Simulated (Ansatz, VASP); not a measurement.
Two plane-wave programs on CoSi2

The input INCAR:

```
SYSTEM = CoSi2
PREC = Accurate ; ENCUT = 520
EDIFF = 1E-6 ; ISMEAR = 0
SIGMA = 0.1 ; LREAL = .FALSE.
LASPH = .TRUE. ; NELM = 80
ALGO = Normal ; ISIF = 2
LWAVE = .FALSE. ; LCHARG = .FALSE.
GGA = PE ; NBANDS = 16
```

The input KPOINTS:

```
regular mesh
0
G
  6 6 6
  0 0 0
```

File POSCAR:

```
CoSi2
1.0
    0.0000000000      2.6564198400      2.6564198400
    2.6564198400      0.0000000000      2.6564198400
    2.6564198400      2.6564198400      0.0000000000
Co Si
1 2
Direct
    0.0000000000      0.0000000000      0.0000000000
    0.7500000000      0.7500000000      0.7500000000
    0.2500000000      0.2500000000      0.2500000000
```

Input for Ansatz:

```yaml
crystal:
  lattice:
    - [0.0, 2.65641984, 2.65641984]
    - [2.65641984, 0.0, 2.65641984]
    - [2.65641984, 2.65641984, 0.0]
  atoms:
    - { symbol: Co, position: [0.0, 0.0, 0.0] }
    - { symbol: Si, position: [0.75, 0.75, 0.75] }
    - { symbol: Si, position: [0.25, 0.25, 0.25] }
basis:
  ecutwfc: 420
kpoints:
  mp_grid: { grid: [6, 6, 6] }
hamiltonian:
  xc: pbe
scf:
  occupations: { method: gaussian, width: 0.1 }
output:
  forces: true
  stress: true
  eigenvalues: true
```

The cell comes from a database or a generator and needn't be the stable form of this composition.

Alike in both runs: task single point; functional PBE; k mesh 6 × 6 × 6; occupations gaussian, width 0.1 eV; no spin polarisation.

```csv
,VASP,Ansatz
version,VASP 6.6.1,Ansatz 0.2.0
potentials or method,"VASP PAW PBE potentials, release 64 (Co, Si)","scalar-relativistic, plane waves, PAW"
plane-wave cutoff (eV),520,420
valence electrons in the cell,17,25
```

|  | VASP | Ansatz | Ansatz less VASP |
| --- | --- | --- | --- |
| gap on the k mesh at the Fermi level (eV) | none | none | - |
| pressure (GPa) | 4.9 | 5.1 | +0.17 |

A gap of «none» marks a metal or a gap that the smearing closes. The two sets of potentials don't hold the same shells in valence.

Spin polarisation is off, so any magnetic state and its effect on volume and gap are missing.
